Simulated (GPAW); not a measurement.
# Si (Fd-3m) in GPAW: notebook

The runs below take Si through band structure, equation of state, with vdW-DF2, revTPSS, optB88-vdW, PBEint, SOGGA.

Program: GPAW 26.7.0. These are calculated values, not measurements. Logs are shortened: lines on timing, memory, paths and dates and some standing lists are left out, and cuts for length are marked. The log counts tension as positive stress, the text compression.

### Step 1. The structure

It takes space group Fd-3m (No. 227, cubic). Conventional cell: a = 5.444 Å, b = 5.444 Å, c = 5.444 Å, α = 90.00°, β = 90.00°, γ = 90.00°. Si (site symmetry -43m) has 4 Si at 2.36 Å as nearest neighbours.

### Step 2. Band structure, vdW-DF2

Contents of run.py:

```python
from ase.dft.bandgap import bandgap
from ase.io import read, write
from gpaw import GPAW, PW

atoms = read('POSCAR')

calc = GPAW(mode=PW(600),
            xc={'name': 'vdW-DF2', 'backend': 'libvdwxc'},
            kpts={'size': (8, 8, 8), 'gamma': True},
            occupations={'name': 'fermi-dirac', 'width': 0.05},
            nbands=11,
            convergence={'density': 1e-05, 'energy': 1e-05},
            maxiter=150,
            txt='gpaw.txt')
atoms.calc = calc
energy = atoms.get_potential_energy()
forces = atoms.get_forces()
calc.write('gs.gpw')
write('result.traj', atoms)
print(f'Energy: {energy:.6f} eV')
print('Forces (eV/A):')
print(forces.round(4))
print('Fermi level:', round(calc.get_fermi_level(), 4), 'eV')
print(f'Gap: {bandgap(calc)[0]:.4f} eV, direct: {bandgap(calc, direct=True)[0]:.4f} eV')

path = atoms.cell.bandpath('GXWKGLUWLK,UX', npoints=80, eps=1e-4)
bs_calc = calc.fixed_density(kpts=path, symmetry='off', nbands=21,
                             convergence={'bands': 'CBM+6.0', 'eigenstates': 1e-6}, txt='bands.txt')
bs = bs_calc.band_structure()
bs.write('bs.json')
print(f'Gap on the path: {bandgap(bs_calc)[0]:.4f} eV')
```

Contents of POSCAR:

```
Si
1.0
    0.0000000000      2.7218511865      2.7218511865
    2.7218511865      0.0000000000      2.7218511865
    2.7218511865      2.7218511865      0.0000000000
Si
2
Direct
    0.5000000000      0.5000000000      0.5000000000
    0.7500000000      0.7500000000      0.7500000000
```

Potentials or basis: GPAW PAW data sets (gpaw-data 1.2.1), pw.

Started as:

```bash
> OMP_NUM_THREADS=1 python run.py
```

gpaw.txt:

```text
__  _  _
 | _ |_)|_||  |
 |__||  | ||/\| - 26.7.0

Input parameters:
  mode=PW(ecut=600.0),
  convergence={'density': 1e-05, 'energy': 1e-05},
  kpts=MonkhorstPack(size=(8, 8, 8), gamma=True),
  maxiter=150,
  nbands=11,
  occupations=Occupations(name='fermi-dirac', width=0.05),
  xc=XC(name='vdW-DF2', backend='libvdwxc')

Diagonalizing LCAO Hamiltonian
Converting LCAO to pw mode

           Si

       Si

Atoms  # Å, Bohr magnetons
|   | symbol |        x |        y |        z |    initial magnetic moments |
|---|--------|----------|----------|----------|-----------------------------|
| 0 |     Si | 2.721851 | 2.721851 | 2.721851 | ( 0.0000,  0.0000,  0.0000) |
| 1 |     Si | 4.082777 | 4.082777 | 4.082777 | ( 0.0000,  0.0000,  0.0000) |

Unit cell  # Å
| periodic |        x |        y |        z |  lengths |    angles |
|----------|----------|----------|----------|----------|-----------|
|      yes | 0.000000 | 2.721851 | 2.721851 | 3.849279 | 60.000000 |
|      yes | 2.721851 | 0.000000 | 2.721851 | 3.849279 | 60.000000 |
|      yes | 2.721851 | 2.721851 | 0.000000 | 3.849279 | 60.000000 |

Number of symmetries: 24
Symmetry operations  # r_c * U_cc + t_c -> r_c
|    | kind |            matrix            |
|----|------|------------------------------|
|  0 |  E   |  1, 0, 0,  0, 1, 0,  0, 0, 1 |
|  1 |  σ   |  1, 0, 0,  0, 0, 1,  0, 1, 0 |
|  2 |  σ   |  1, 0,-1,  0, 1,-1,  0, 0,-1 |
|  3 |  C3  |  1, 0,-1,  0, 0,-1,  0, 1,-1 |
|  4 |  C3  |  1,-1, 0,  0,-1, 1,  0,-1, 0 |
|  5 |  σ   |  1,-1, 0,  0,-1, 0,  0,-1, 1 |
|  6 |  σ   |  0, 1, 0,  1, 0, 0,  0, 0, 1 |
|  7 |  C3  |  0, 1, 0,  0, 0, 1,  1, 0, 0 |
|  8 |  C2  |  0, 1,-1,  1, 0,-1,  0, 0,-1 |
|  9 |  S4  |  0, 1,-1,  0, 0,-1,  1, 0,-1 |
| 10 |  C3  |  0, 0, 1,  1, 0, 0,  0, 1, 0 |
| 11 |  σ   |  0, 0, 1,  0, 1, 0,  1, 0, 0 |
| 12 |  S4  |  0, 0,-1,  1, 0,-1,  0, 1,-1 |
| 13 |  C3  |  0, 0,-1,  0, 1,-1,  1, 0,-1 |
| 14 |  S4  |  0,-1, 1,  1,-1, 0,  0,-1, 0 |
| 15 |  C2  |  0,-1, 1,  0,-1, 0,  1,-1, 0 |
| 16 |  C3  |  0,-1, 0,  1,-1, 0,  0,-1, 1 |
| 17 |  S4  |  0,-1, 0,  0,-1, 1,  1,-1, 0 |
| 18 |  S4  | -1, 1, 0, -1, 0, 1, -1, 0, 0 |
| 19 |  C3  | -1, 1, 0, -1, 0, 0, -1, 0, 1 |
| 20 |  C3  | -1, 0, 1, -1, 1, 0, -1, 0, 0 |
| 21 |  S4  | -1, 0, 1, -1, 0, 0, -1, 1, 0 |
| 22 |  σ   | -1, 0, 0, -1, 1, 0, -1, 0, 1 |
| 23 |  C2  | -1, 0, 0, -1, 0, 1, -1, 1, 0 |

BZ-sampling:
  Number of BZ points: 512
  Number of IBZ points: 29

  Monkhorst-Pack size: [8, 8, 8]
  Monkhorst-Pack shift: [0.0625, 0.0625, 0.0625]

K-points  # in reciprocal-cell coordinates
|     |                                coordinates |     weight |
|-----|--------------------------------------------|------------|
|   0 | (  0.00000000,   0.00000000,   0.00000000) | 0.00195312 |
|   1 | (  0.12500000,   0.12500000,   0.00000000) | 0.01171875 |
|   2 | (  0.12500000,   0.12500000,   0.12500000) | 0.01562500 |
|   3 | (  0.25000000,   0.12500000,   0.12500000) | 0.02343750 |
|   4 | (  0.25000000,   0.25000000,   0.00000000) | 0.01171875 |
|   5 | (  0.25000000,   0.25000000,   0.12500000) | 0.04687500 |
|   6 | (  0.25000000,   0.25000000,   0.25000000) | 0.01562500 |
|   7 | (  0.37500000,   0.25000000,  -0.37500000) | 0.04687500 |
|   8 | (  0.37500000,   0.25000000,   0.12500000) | 0.04687500 |
|   9 | (  0.37500000,   0.25000000,   0.25000000) | 0.04687500 |
| ... |                                            |            |
|  28 | (  0.50000000,   0.50000000,   0.50000000) | 0.00781250 |

Plane wave coefficients: 1365
Cutoff: 600.0 eV

Spin-components: 1 (collinear spins)
Bands:           11
Projectors:      10
Spin-degeneracy: 2
Datatype:        complex128

Parallelization:
  kpt:    1
  domain: 1
  band:   1

Density:
  Valence electrons: 8.0
  Components: 1
  Grid points: [24 24 24]
  Charge: 0.0  # |e|

Potential:
  Grid points: [24 24 24]

species:
  Si:
    name:    Silicon
    Z:       14.0
    valence: 4
    core:    10
    charge:  0.0  # [|e|]
    compensation charges:
      type: gauss
      rc: 0.33  # [Å]
      lmax: 2
    cutoffs:
      filter: 1.86  # [Å]
      core: 2.06  # [Å]
    projectors
    | kind |    occ | energy [eV] | rcut [Å] |
    |------|--------|-------------|----------|
    |   3s |  2.000 |     -10.812 |    1.058 |
    |   3p |  2.000 |      -4.081 |    1.058 |
    |    s |        |      16.399 |    1.058 |
    |    p |        |      23.130 |    1.058 |
    |    d |        |       0.000 |    1.058 |

    Using partial waves for Si as LCAO basis

Reference energy: -15772.688500  # eV

eigensolver:
  PPCG
  Converge bands: occupied
  niter=2

density mixing:
  MSR1-Mixer
  Pratt-step length: 0.05
  Maximum mixing coefficient: 0.75
  Old densities: 10
  SVD Regularization: 0.005
  Good broyden scale: 1.0
  Trust region scale: 1.0
  Backstep threshold: 4.0
  History deletion threshold: 6.0
  Fourier metric: weight=20.0, sigma=0.015

occupation numbers:
  Fermi-Dirac:
    width: 0.0500  # eV

poisson solver:
  ecut: 4800.0  # eV

xc functional:
  name: vdW-DF2 with libvdwxc
  Mode: serial
  Semilocal: GGA_X_RPW86+LDA_C_PW with 2 nearest neighbor stencil
  Local blocksize: 48 x 48 x 48
  PAW datasets: PBE

convergence criteria:
- Maximum integral of absolute [dens]ity change: 1e-05 electrons / valence electron
- Maximum [total energy] change in last 3 cyles: 1e-05 eV / valence electron
- Maximum integral of absolute [eigenst]ate change: 4e-08 eV^2 / valence electron
maximum number of iterations: 150

SCF iterations
|iter     | |      energy | eigst |  dens |
|---------|-|-------------|-------|-------|
|iter:   1| |  -62.804501 | +0.03 |       |
|iter:   2| |  -62.796561 | -2.31 | -0.78 |
|iter:   3| |  -62.694134 | -1.91 | -0.80 |
|iter:   4| |  -62.702937 | -2.89 | -1.42 |
|iter:   5| |  -62.703752 | -4.19 | -2.06 |
|iter:   6| |  -62.703748 | -5.45 | -2.82 |
|iter:   7| |  -62.703753c| -6.81 | -3.46 |
|iter:   8| |  -62.703753c| -8.11c| -4.39 |
|iter:   9| |  -62.703753c| -8.24c| -5.11c|

Converged in 9 steps
Energy contributions relative to reference atoms: (reference = -15772.688500)

Energy contributions:
  Kinetic:          24.832838
  Coulomb:         -22.060100
  Zero:              0.051680
  External:          0.000000
  Xc:              -65.528169
  Entropy:          -0.000002
  Spinorbit:         0.000000
  ----------------------------
  Free energy:     -62.703754
  Extrapolated:    -62.703753

dipole moment: (3.482108, 3.482108, 3.482108)  # |e|*Ang

Fermi level: 5.648
Eigenvalues  # (at kpt = [0.000, 0.000, 0.000])
| band index |      eig [eV] | occ [0-2] |
|------------|---------------|-----------|
|          0 |        -6.577 |     2.000 |
|          1 |         5.214 |     2.000 |
|          2 |         5.214 |     2.000 |
|          3 |         5.214 |     2.000 |
|          4 |         7.979 |     0.000 |
|          5 |         7.979 |     0.000 |
|          6 |         7.979 |     0.000 |
|          7 |         8.459 |     0.000 |
|          8 |        13.157 |     0.000 |
|          9 |        13.157 |     0.000 |
|         10 |        13.499 |     0.000 |

Gap: 0.907 eV
Transition (v -> c):
  (s=0, k=0, n=3, [0.00, 0.00, 0.00]) -> (s=0, k=12, n=4, [0.38, 0.38, 0.00])
Direct/indirect transitions are different
Direct gap: 2.765 eV
Transition at: (s=0, k=0, n=3, [0.00, 0.00, 0.00])

Forces  # eV/Ang
|       x |        y |       z |
|---------|----------|---------|
| 0.00000 | -0.00000 | 0.00000 |  # Si   0
| 0.00000 |  0.00000 | 0.00000 |  # Si   1

# Writing to gs.gpw (mode='')
```

It took 30 s on 1 thread of Arm Neoverse V1, shared host; peak memory 0.23 GiB.

Results:

```
Free energy             : -62.7038 eV
Band gap on the k mesh  : 0.91 eV, indirect (least direct gap 2.76 eV)
Band gap along the path : 0.87 eV, indirect (least direct gap 2.76 eV)
```

Levels at the corners of the path, in eV from the valence-band top:
```tsv
point	band 1	band 2	band 3	band 4	band 5	band 6	band 7	band 8	band 9
Γ	-11.79	0.00	0.00	0.00	2.76	2.76	2.76	3.25	7.94
X	-7.73	-7.73	-2.71	-2.71	1.02	1.02	10.14	10.14	11.08
W	-7.58	-7.58	-3.63	-3.63	4.49	4.49	5.15	5.15	10.63
K	-8.16	-7.14	-4.06	-2.30	1.50	4.34	7.60	8.08	8.30
Γ	-11.79	0.00	0.00	0.00	2.76	2.76	2.76	3.25	7.94
L	-9.53	-6.78	-1.14	-1.14	1.64	3.59	3.59	8.14	10.72
U	-8.16	-7.14	-4.06	-2.30	1.50	4.34	7.60	8.08	8.30
W	-7.58	-7.58	-3.63	-3.63	4.49	4.49	5.15	5.15	10.63
L	-9.53	-6.78	-1.14	-1.14	1.64	3.59	3.59	8.14	10.72
K	-8.16	-7.14	-4.06	-2.30	1.50	4.34	7.60	8.08	8.30
U	-8.16	-7.14	-4.06	-2.30	1.50	4.34	7.60	8.08	8.30
X	-7.73	-7.73	-2.71	-2.71	1.02	1.02	10.14	10.14	11.08
```

Caveat: the PAW data sets were made with another functional, which shifts forces and pressure a little.

### Step 3. Band structure, revTPSS

Changes to run.py since step 2:

```diff
@@ -2,8 +2,9 @@
 from ase.io import read, write
+from ase.units import GPa
 from gpaw import GPAW, PW
 
-atoms = read('POSCAR')
+atoms = read('Si.xyz')
 
 calc = GPAW(mode=PW(600),
-            xc={'name': 'vdW-DF2', 'backend': 'libvdwxc'},
+            xc='MGGA_X_REVTPSS+MGGA_C_REVTPSS',
             kpts={'size': (8, 8, 8), 'gamma': True},
@@ -12,2 +13,3 @@
             convergence={'density': 1e-05, 'energy': 1e-05},
+            eigensolver='davidson',
             maxiter=150,
@@ -17,2 +19,3 @@
 forces = atoms.get_forces()
+stress = atoms.get_stress()
 calc.write('gs.gpw')
@@ -22,2 +25,3 @@
 print(forces.round(4))
+print('Stress (GPa):', (stress / GPa).round(3))
 print('Fermi level:', round(calc.get_fermi_level(), 4), 'eV')
```

Contents of Si.xyz:

```xyz
2
Lattice="0.0000000000 2.7218511865 2.7218511865 2.7218511865 0.0000000000 2.7218511865 2.7218511865 2.7218511865 0.0000000000" Properties=species:S:1:pos:R:3 pbc="T T T"
Si     2.7218511865      2.7218511865      2.7218511865
Si     4.0827767798      4.0827767798      4.0827767798
```

Potentials or basis: GPAW PAW data sets (gpaw-data 1.2.1), pw.

Started as:

```bash
> OMP_NUM_THREADS=1 python run.py
```

Run time: 1.9 min. Hardware: 1 thread of Arm Neoverse V1, shared host; peak memory 0.24 GiB.

The run converged. Its results:

* Free energy: -13.2513 eV
* Pressure: 0.2 GPa
* Band gap on the k mesh: 0.62 eV, indirect (least direct gap 2.69 eV)
* Band gap along the path: 0.58 eV, indirect (least direct gap 2.69 eV)

Levels at the corners of the path, in eV from the valence-band top:
```tsv
point	band 1	band 2	band 3	band 4	band 5	band 6	band 7	band 8
Γ	-12.13	0.00	0.00	0.00	2.69	2.69	2.69	3.62
X	-7.90	-7.90	-2.88	-2.88	0.71	0.71	10.40	10.40
W	-7.73	-7.73	-3.91	-3.91	4.28	4.28	5.18	5.18
K	-8.32	-7.30	-4.37	-2.45	1.22	4.18	7.69	8.15
Γ	-12.13	0.00	0.00	0.00	2.69	2.69	2.69	3.62
L	-9.75	-7.06	-1.20	-1.20	1.64	3.45	3.45	7.64
U	-8.32	-7.30	-4.37	-2.45	1.22	4.18	7.69	8.15
W	-7.73	-7.73	-3.91	-3.91	4.28	4.28	5.18	5.18
L	-9.75	-7.06	-1.20	-1.20	1.64	3.45	3.45	7.64
K	-8.32	-7.30	-4.37	-2.45	1.22	4.18	7.69	8.15
U	-8.32	-7.30	-4.37	-2.45	1.22	4.18	7.69	8.15
X	-7.90	-7.90	-2.88	-2.88	0.71	0.71	10.40	10.40
```

Caveat: the PAW data sets were made with another functional, which shifts forces and pressure a little.

### Step 4. Band structure, optB88-vdW

Contents of run.py:

```python
from ase.dft.bandgap import bandgap
from ase.io import read, write
from gpaw import GPAW, PW

atoms = read('POSCAR')

calc = GPAW(mode=PW(600),
            xc={'name': 'optB88-vdW', 'backend': 'libvdwxc'},
            kpts={'size': (8, 8, 8), 'gamma': True},
            occupations={'name': 'fermi-dirac', 'width': 0.05},
            nbands=11,
            convergence={'density': 1e-05, 'energy': 1e-05},
            maxiter=150,
            legacy_gpaw=True,
            txt='gpaw.txt')
atoms.calc = calc
energy = atoms.get_potential_energy()
forces = atoms.get_forces()
calc.write('gs.gpw')
write('result.traj', atoms)
print(f'Energy: {energy:.6f} eV')
print('Forces (eV/A):')
print(forces.round(4))
print('Fermi level:', round(calc.get_fermi_level(), 4), 'eV')
print(f'Gap: {bandgap(calc)[0]:.4f} eV, direct: {bandgap(calc, direct=True)[0]:.4f} eV')

path = atoms.cell.bandpath('GXWKGLUWLK,UX', npoints=100, eps=1e-4)
bs_calc = calc.fixed_density(kpts=path, symmetry='off', nbands=21,
                             convergence={'bands': 'CBM+6.0', 'eigenstates': 1e-6}, txt='bands.txt')
bs = bs_calc.band_structure()
bs.write('bs.json')
print(f'Gap on the path: {bandgap(bs_calc)[0]:.4f} eV')
```

POSCAR is that of step 2.

Started as:

```bash
> OMP_NUM_THREADS=1 python run.py
```

It took 32 s on 1 thread of Arm Neoverse V1, shared host; peak memory 0.26 GiB.

The run converged. Its results:

```yaml
Free_energy: -28.0932 eV
Band_gap_on_the_k_mesh: 0.72 eV, indirect (least direct gap 2.64 eV)
Band_gap_along_the_path: 0.68 eV, indirect (least direct gap 2.64 eV)
```

Levels at the corners of the path, in eV from the valence-band top:
```tsv
point	band 2	band 3	band 4	band 5	band 6	band 7
Γ	0.00	0.00	0.00	2.64	2.64	2.64
X	-7.75	-2.79	-2.79	0.82	0.82	10.09
W	-7.59	-3.76	-3.76	4.33	4.33	5.05
K	-7.16	-4.20	-2.37	1.31	4.19	7.51
Γ	0.00	0.00	0.00	2.64	2.64	2.64
L	-6.87	-1.17	-1.17	1.57	3.43	3.43
U	-7.16	-4.20	-2.37	1.31	4.19	7.51
W	-7.59	-3.76	-3.76	4.33	4.33	5.05
L	-6.87	-1.17	-1.17	1.57	3.43	3.43
K	-7.16	-4.20	-2.37	1.31	4.19	7.51
U	-7.16	-4.20	-2.37	1.31	4.19	7.51
X	-7.75	-2.79	-2.79	0.82	0.82	10.09
```

Caveat: the PAW data sets were made with another functional, which shifts forces and pressure a little.

(Part 1 of 2 ends here.)
